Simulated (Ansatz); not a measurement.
## Review of an SCF result for FeGe

We look at FeGe: a test cell of our own (not relaxed), with 2 atoms per cell.

The calculation used DFT, r2SCAN, PAW (an earlier, harder data set), plane waves, scalar-relativistic in Ansatz development build ahead of 0.2.0.

```yaml
crystal:
  lattice:
    - [3.016173036, 0.0, 0.0]
    - [0.0, 3.016173036, 0.0]
    - [0.0, 0.0, 3.016173036]
  atoms:
    - { symbol: Fe, position: [0.0, 0.0, 0.0], spin: 2.0 }
    - { symbol: Ge, position: [0.46334402, 0.4507515, 0.45352889], spin: 0.0 }
kpoints:
  mp_grid: { grid: [3, 3, 3], shift: [0, 0, 0] }
hamiltonian:
  xc: r2scan
  dispersion: none
  pseudopotentials: { kind: paw }
scf:
  occupations: { method: gaussian, width: "0.05 eV" }
magnetization:
  spin_polarized: true
```

Settings in force: cutoff 1230 eV, smearing width 0.05 eV; default search for lower states (repeat 9, with the cell or another key changed very slightly).

The run converged after 39 iterations in all: spin-polarised, site moments Fe1 1.97 μB, total 1.93 μB per cell.

The mesh is coarse, so energy differences (and at times their sign) aren't converged.

With one magnetic atom in the cell its copies can only be parallel; orders in a larger cell may lie lower.

Site moments are taken inside atomic spheres and don't add up to the total.

Would you trust this as the ground state? If a lower solution is known, describe it.

None of the other runs went lower. It is the lowest of 3 states reached by 55 converged runs, and the next lies 1.1 meV/atom higher (spin-polarised, site moments Fe1 1.96 μB, total 1.93 μB per cell (the moments match the lowest state's, so the two differ in another way, such as which orbitals are filled)). That doesn't prove a ground state. States within about 5 meV/atom are too close for this mesh, smearing and search to settle their order. Only collinear orders within this cell were tried; the true ground state may need a larger cell. No run without spin polarisation was made.
